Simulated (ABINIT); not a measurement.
# PtSe2 (Sudovikovite) (P-3m1) in ABINIT: convergence with cutoff

Aim: find how far cutoff must go before the results for PtSe2 (Sudovikovite) settle, at LDA. This setting moves, with any that are tied to it; all else stays.

Program: ABINIT 10.8.3 (patched build). These are calculated values, not measurements. Logs are shortened: lines on timing, memory, paths and dates and some standing lists are left out, and cuts for length are marked. The log counts tension as positive stress, the text compression.

### 1 The crystal as given

The structure is trigonal, space group P-3m1 (No. 164). Conventional cell: a = 3.724 Å, b = 3.724 Å, c = 5.062 Å, α = 90.00°, β = 90.00°, γ = 120.00°. Around Pt (site symmetry -3m) lie 6 Se at 2.49 Å. Se (site symmetry 3m) has 3 Pt at 2.49 Å as nearest neighbours.

### 2 With cutoff 6.5 Ha

Contents of run.abi:

```
pp_dirpath "./"
pseudos "Pt.LDA_PW-JTH.xml, Se.LDA_PW-JTH.xml"

acell 3*1.0
rprim
     7.0373400881     0.0000000000     0.0000000000
    -3.5186700441     6.0945152914     0.0000000000
     0.0000000000     0.0000000000     9.5657936429
ntypat 2
znucl 78 34
natom 3
typat 1 2 2
xred
     0.0000000000     0.0000000000     0.0000000000
     0.6666666667     0.3333333333     0.7500000000
     0.3333333333     0.6666666667     0.2500000000

ecut 176.874011 eV
pawecutdg 47.6

kptopt 1
ngkpt 8 8 5
nshiftk 1
shiftk 0.0 0.0 0.0

ixc 7

nband 15
occopt 6
tsmear 0.00367493

nstep 100
tolvrs 1.0e-9

iomode 3
prtwf 0
prtden 0
prteig 0
prtebands 0
enunit 2
```

Potentials or basis: JTH PAW LDA v2.0.

Launch:

```
> abinit run.abi > log 2>&1
```

run.abo:

```text
.Version 10.8.3 of ABINIT
 Symmetries : space group P-3 m 1 (#164); Bravais hP (primitive hexag.)
================================================================================
 Values of the parameters that define the memory need of the present run
     intxc =       0    ionmov =       0      iscf =      17    lmnmax =      18
     lnmax =       6     mgfft =      24  mpssoang =       3    mqgrid =    3001
     natom =       3  nloc_mem =       2    nspden =       1   nspinor =       1
    nsppol =       1      nsym =      12    n1xccc =       1    ntypat =       2
    occopt =       6   xclevel =       1
       mpw =         335          nfft =        7776          nkpt =          40
 PAW method is used; the additional fine FFT grid is defined by:
   mgfftf=        60    nfftf =    121500
================================================================================
================================================================================

--------------------------------------------------------------------------------
------------- Echo of variables that govern the present computation ------------
--------------------------------------------------------------------------------
 -outvars: echo values of preprocessed input variables --------
            acell      1.0000000000E+00  1.0000000000E+00  1.0000000000E+00 Bohr
              amu      1.95080000E+02  7.89600000E+01
             ecut      6.50000001E+00 Hartree
           enunit           2
              ixc           7
         kptrlatt        8    0    0      0    8    0      0    0    5
          kptrlen      4.78289682E+01
            natom           3
            nband          15
            ngfft          18      18      24
          ngfftdg          45      45      60
             nkpt          40
            nstep         100
             nsym          12
           ntypat           2
           occopt           6
        pawecutdg      4.76000000E+01 Hartree
           prtden           0
        prtebands           0
           prteig           0
            prtwf           0
            rprim      7.0373400881E+00  0.0000000000E+00  0.0000000000E+00
                      -3.5186700441E+00  6.0945152914E+00  0.0000000000E+00
                       0.0000000000E+00  0.0000000000E+00  9.5657936429E+00
          spgroup         164
           tolvrs      1.00000000E-09
           tsmear      3.67493000E-03 Hartree
            typat      1  2  2
           useylm           1
           xangst      0.0000000000E+00  0.0000000000E+00  0.0000000000E+00
                       1.8619999987E+00  1.0750262005E+00  3.7964999974E+00
                      -1.7639288942E-11  2.1500524010E+00  1.2654999991E+00
            xcart      0.0000000000E+00  0.0000000000E+00  0.0000000000E+00
                       3.5186700440E+00  2.0315050971E+00  7.1743452322E+00
                      -3.3333425155E-11  4.0630101943E+00  2.3914484107E+00
             xred      0.0000000000E+00  0.0000000000E+00  0.0000000000E+00
                       6.6666666667E-01  3.3333333333E-01  7.5000000000E-01
                       3.3333333333E-01  6.6666666667E-01  2.5000000000E-01
            znucl       78.00000   34.00000

================================================================================

[... 148 lines left out ...]
    2     -0.00000000000000    -0.00000000000000    -0.49083954462236
    3      0.00000000000000     0.00000000000000     0.49083954462236
 frms,max,avg= 2.3138398E-01 4.9083954E-01   0.000E+00  0.000E+00  0.000E+00 e/A
 length scales=  1.000000000000  1.000000000000  1.000000000000 bohr
              =  0.529177210544  0.529177210544  0.529177210544 angstroms
 Fermi (or HOMO) energy (hartree) =   0.13948   Average Vxc (hartree)=  -0.40077
 Eigenvalues (hartree) for nkpt=  40  k points:
 kpt#   1, nband= 15, wtk=  0.00313, kpt=  0.0000  0.0000  0.0000 (reduced coord)
  -0.44654   -0.34324   -0.13235   -0.10847   -0.10847   -0.01879   -0.01879    0.03737
   0.09378    0.09378    0.14848    0.19572    0.19572    0.26253    0.28139
      occupation numbers for kpt#   1
   2.00000    2.00000    2.00000    2.00000    2.00000    2.00000    2.00000    2.00000
   2.00000    2.00000   -0.00290    0.00000    0.00000    0.00000    0.00000
 prteigrs : prtvol=0 or 1, do not print more k-points.

 Fermi (or HOMO) energy (eV) =   3.79541   Average Vxc (eV)= -10.90547
 Eigenvalues (   eV  ) for nkpt=  40  k points:
 kpt#   1, nband= 15, wtk=  0.00313, kpt=  0.0000  0.0000  0.0000 (reduced coord)
 -12.15087   -9.34005   -3.60155   -2.95164   -2.95164   -0.51125   -0.51125    1.01693
   2.55194    2.55194    4.04030    5.32581    5.32581    7.14390    7.65708
 prteigrs : prtvol=0 or 1, do not print more k-points.

--- !EnergyTerms
iteration_state     : {dtset: 1, }
comment             : Components of total free energy in Hartree
kinetic             :  1.41759478788998E+01
hartree             :  8.12300671081028E+00
xc                  : -1.54682375521401E+01
Ewald energy        : -4.30911328099720E+01
psp_core            :  4.94147424670131E+00
local_psp           : -2.50987240655287E+01
PAW spherical_terms :  9.87248393415404E+00
internal            : -4.65451816570753E+01
'-kT*entropy'       :  1.45155359392400E-05
total_energy        : -4.65451671415394E+01
total_energy_eV     : -1.26655852097217E+03
...

--- !EnergyTermsDC
iteration_state     : {dtset: 1, }
comment             : '"Double-counting" decomposition of free energy'
band_energy         : -1.94427853307789E+00
Ewald energy        : -4.30911328099720E+01
psp_core            :  4.94147424670131E+00
xc_dc               : -1.30009356834290E+01
PAW spherical_terms :  6.54968318547942E+00
internal            : -4.65451895942982E+01
'-kT*entropy'       :  1.45155359392400E-05
total_energy_dc     : -4.65451750787622E+01
total_energy_dc_eV  : -1.26655873695501E+03
...

--- !EnergyTermsWithPAWCore
iteration_state     : {dtset: 1, }
comment             : 'Components of total free energy, including PAW core contributions'
Total energy        : -2.32574083162668E+04
Total energy DC     : -2.32574083242040E+04
Total energy (eV)   : -6.32866320774426E+05
Total energy DC (eV): -6.32866320990409E+05
...

 Cartesian components of stress tensor (hartree/bohr^3)
  sigma(1 1)=  1.28432223E-04  sigma(3 2)=  0.00000000E+00
  sigma(2 2)=  1.28432222E-04  sigma(3 1)=  0.00000000E+00
  sigma(3 3)=  2.19486983E-04  sigma(2 1)=  9.98688657E-14

-Cartesian components of stress tensor (GPa)         [Pressure= -4.6716E+00 GPa]
- sigma(1 1)=  3.77860644E+00  sigma(3 2)=  0.00000000E+00
- sigma(2 2)=  3.77860644E+00  sigma(3 1)=  0.00000000E+00
- sigma(3 3)=  6.45752997E+00  sigma(2 1)=  2.93824347E-09

== END DATASET(S) ==============================================================
================================================================================

 -outvars: echo values of variables after computation  --------
            acell      1.0000000000E+00  1.0000000000E+00  1.0000000000E+00 Bohr
           etotal     -4.6545175079E+01
            fcart     -0.0000000000E+00  1.1781719987E-28  5.7824115866E-19
                      -1.1478677410E-28 -6.1117672431E-28 -9.5453094047E-03
                       1.1478677410E-28  4.9335952444E-28  9.5453094047E-03
            rprim      7.0373400881E+00  0.0000000000E+00  0.0000000000E+00
                      -3.5186700441E+00  6.0945152914E+00  0.0000000000E+00
                       0.0000000000E+00  0.0000000000E+00  9.5657936429E+00
           strten      1.2843222253E-04  1.2843222239E-04  2.1948698253E-04
                       0.0000000000E+00  0.0000000000E+00  9.9868865695E-14
           xangst      0.0000000000E+00  0.0000000000E+00  0.0000000000E+00
                       1.8619999987E+00  1.0750262005E+00  3.7964999974E+00
                      -1.7639288942E-11  2.1500524010E+00  1.2654999991E+00
             xred      0.0000000000E+00  0.0000000000E+00  0.0000000000E+00
                       6.6666666667E-01  3.3333333333E-01  7.5000000000E-01
                       3.3333333333E-01  6.6666666667E-01  2.5000000000E-01
 Calculation completed.
```

Wall time 10 s (1 thread of Intel Xeon Platinum 8259CL at 2.50GHz (Skylake/Cascade Lake), shared host); peak memory 0.1 GiB.

Results:

- Free energy: -1266.5587 eV
- Largest force: 0.491 eV/Å
- Band gap on the k mesh: none (metal or under the smearing width)

### 3 With cutoff 8 Ha

run.abi: that of step 2 with these lines changed.

```diff
@@ -17,3 +17,3 @@
 
-ecut 176.874011 eV
+ecut 217.691090 eV
 pawecutdg 47.6
```

Potentials or basis: JTH PAW LDA v2.0.

Launch:

```
> abinit run.abi > log 2>&1
```

Wall time 15 s (1 thread of Intel Xeon Platinum 8259CL at 2.50GHz (Skylake/Cascade Lake), shared host); peak memory 0.1 GiB.

It converged, with:

```yaml
Free_energy: -1267.0561 eV
Largest_force: 0.517 eV/Å
Band_gap_on_the_k_mesh: none (metal or under the smearing width)
```

### 4 With cutoff 9.5 Ha

run.abi: that of step 3 with these lines changed.

```diff
@@ -17,3 +17,3 @@
 
-ecut 217.691090 eV
+ecut 258.508169 eV
 pawecutdg 47.6
```

Launch:

```
> abinit run.abi > log 2>&1
```

Run time: 21 s. Hardware: 1 thread of Intel Xeon Platinum 8259CL at 2.50GHz (Skylake/Cascade Lake), shared host; peak memory 0.1 GiB.

It converged, with:

| Item | Value |
| --- | --- |
| Free energy | -1267.2396 eV |
| Largest force | 0.449 eV/Å |
| Band gap on the k mesh | none (metal or under the smearing width) |

### 5 With cutoff 11 Ha

run.abi: that of step 4 with these lines changed.

```diff
@@ -17,3 +17,3 @@
 
-ecut 258.508169 eV
+ecut 299.325249 eV
 pawecutdg 47.6
```

Launch:

```
> abinit run.abi > log 2>&1
```

Wall time 25 s (1 thread of Intel Xeon Platinum 8259CL at 2.50GHz (Skylake/Cascade Lake), shared host); peak memory 0.11 GiB.

Results (log left out):

| Property | Result |
| --- | --- |
| Free energy | -1267.3941 eV |
| Largest force | 0.342 eV/Å |
| Band gap on the k mesh | none (metal or under the smearing width) |

### 6 With cutoff 13.5 Ha

run.abi: that of step 5 with these lines changed.

```diff
@@ -17,3 +17,3 @@
 
-ecut 299.325249 eV
+ecut 367.353714 eV
 pawecutdg 47.6
```

Potentials or basis: JTH PAW LDA v2.0.

Launch:

```
> abinit run.abi > log 2>&1
```

Run time: 37 s. Hardware: 1 thread of Intel Xeon Platinum 8259CL at 2.50GHz (Skylake/Cascade Lake), shared host; peak memory 0.11 GiB.

It converged, with:

* Free energy: -1267.5021 eV
* Pressure: -0.2 GPa
* Largest force: 0.277 eV/Å
* Band gap on the k mesh: none (metal or under the smearing width)

### 7 With cutoff 16 Ha

run.abi: that of step 6 with these lines changed.

```diff
@@ -17,3 +17,3 @@
 
-ecut 367.353714 eV
+ecut 435.382180 eV
 pawecutdg 47.6
```

Launch:

```
> abinit run.abi > log 2>&1
```

Wall time 50 s (1 thread of Intel Xeon Platinum 8259CL at 2.50GHz (Skylake/Cascade Lake), shared host); peak memory 0.12 GiB.

The run converged. Its results:

```
Free energy            : -1267.5085 eV
Pressure               : -0.1 GPa
Largest force          : 0.275 eV/Å
Band gap on the k mesh : none (metal or under the smearing width)
```

### 8 With cutoff 18.5 Ha

run.abi: that of step 7 with these lines changed.

```diff
@@ -17,3 +17,3 @@
 
-ecut 435.382180 eV
+ecut 503.410646 eV
 pawecutdg 47.6
```

Launch:

```
> abinit run.abi > log 2>&1
```

Run time: 65 s. Hardware: 1 thread of Intel Xeon Platinum 8259CL at 2.50GHz (Skylake/Cascade Lake), shared host; peak memory 0.12 GiB.

Results (log left out):

* Free energy: -1267.5142 eV
* Pressure: -0.2 GPa
* Largest force: 0.271 eV/Å
* Band gap on the k mesh: none (metal or under the smearing width)

### 9 With cutoff 21.5 Ha

run.abi: that of step 8 with these lines changed.

```diff
@@ -17,3 +17,3 @@
 
-ecut 503.410646 eV
+ecut 585.044804 eV
 pawecutdg 47.6
```

Potentials or basis: JTH PAW LDA v2.0.

Launch:

```
> abinit run.abi > log 2>&1
```

Run time: 70 s. Hardware: 1 thread of Intel Xeon Platinum 8259CL at 2.50GHz (Skylake/Cascade Lake), shared host; peak memory 0.13 GiB.

The run converged. Its results:

```
Free energy            : -1267.5192 eV
Pressure               : -0.1 GPa
Largest force          : 0.269 eV/Å
Band gap on the k mesh : none (metal or under the smearing width)
```

### 10 With cutoff 25.5 Ha

run.abi: that of step 9 with these lines changed.

```diff
@@ -17,3 +17,3 @@
 
-ecut 585.044804 eV
+ecut 693.890349 eV
 pawecutdg 47.6
```

Launch:

```
> abinit run.abi > log 2>&1
```

Wall time 88 s (1 thread of Intel Xeon Platinum 8259CL at 2.50GHz (Skylake/Cascade Lake), shared host); peak memory 0.15 GiB.

It converged, with:

| Item | Value |
| --- | --- |
| Free energy | -1267.5198 eV |
| Pressure | -0.1 GPa |
| Largest force | 0.269 eV/Å |
| Band gap on the k mesh | none (metal or under the smearing width) |

### 11 The series at a glance

```tsv
cutoff	energy less the tightest run (meV/atom)	largest force (eV/Å)	SCF cycles	CPU time (s)	peak memory (GiB)
6.5 Ha	320.37	0.491	13	10	0.1
8 Ha	154.58	0.517	16	15	0.1
9.5 Ha	93.41	0.449	19	21	0.1
11 Ha	41.91	0.342	17	25	0.11
13.5 Ha	5.90	0.277	22	37	0.11
16 Ha	3.79	0.275	22	50	0.12
18.5 Ha	1.87	0.271	21	65	0.12
21.5 Ha	0.21	0.269	20	70	0.13
25.5 Ha	0.00	0.269	20	88	0.15
```

Against the tightest run, the energy stays within 1 meV/atom from 21.5 Ha on; the largest force stays within 0.005 eV/Å from 18.5 Ha on. The tightest run that finished is the yardstick and may itself not be fully converged.

Caveats: the atomic spheres overlap.
